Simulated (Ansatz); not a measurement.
This Ansatz 0.2.0 run on Cd needs a look.

The input input.yaml:

```yaml
crystal:
  lattice:
    - [2.97887, 0.0, 0.0]
    - [-1.489435, 2.5797770946, 0.0]
    - [0.0, 0.0, 5.61765]
  atoms:
    - { symbol: CDx, position: [0.6666666667, 0.3333333333, 0.75], spin: 0.421, spin_axis: [-0.308, -0.204, 0.201] }
    - { symbol: Cd, position: [0.3333333333, 0.6666666667, 0.25], spin: 0.36, spin_axis: [-0.135, -0.326, 0.073] }
hamiltonian:
  xc: lda
  pseudopotentials: { kind: paw_fr }
magnetization:
  noncollinear: true
  spin_orbit: true
kpoints:
  mp_grid: { grid: [10, 10, 5] }
scf:
  occupations: { method: tetrahedron }
  max_iter: 60
output:
  forces: true
  stress: true
  xc_energy_on_converged_density: [pbe, pbesol, rpbe, revpbe, blyp]
```

Potentials or basis: Ansatz PAW.

Command:

```sh
$ ansatz run input.yaml --threads 1 --pin off --max-ram 2560MiB --backend cpu --events-out ev --progress --plain --runs-dir out
```

Output:

```text
Error: YAML parse error: error: line 7 column 17: `CDx` is not an element symbol (H … Og, case-exact)
 --> <input>:7:17
  |
5 |     - [0.0, 0.0, 5.61765]
6 |   atoms:
7 |     - { symbol: CDx, position: [0.6666666667, 0.3333333333, 0.75], spin: 0.421, s…
  |                 ^ `CDx` is not an element symbol (H … Og, case-exact)
8 |     - { symbol: Cd, position: [0.3333333333, 0.6666666667, 0.25], spin: 0.36, spi…
9 | hamiltonian:
  |
```

Problem. What happened, and what is wrong with the input?

Solution. The input was rejected before any iteration. The input holds a flaw that was put in on purpose: an unknown element (crystal.atoms[0].symbol = CDx).
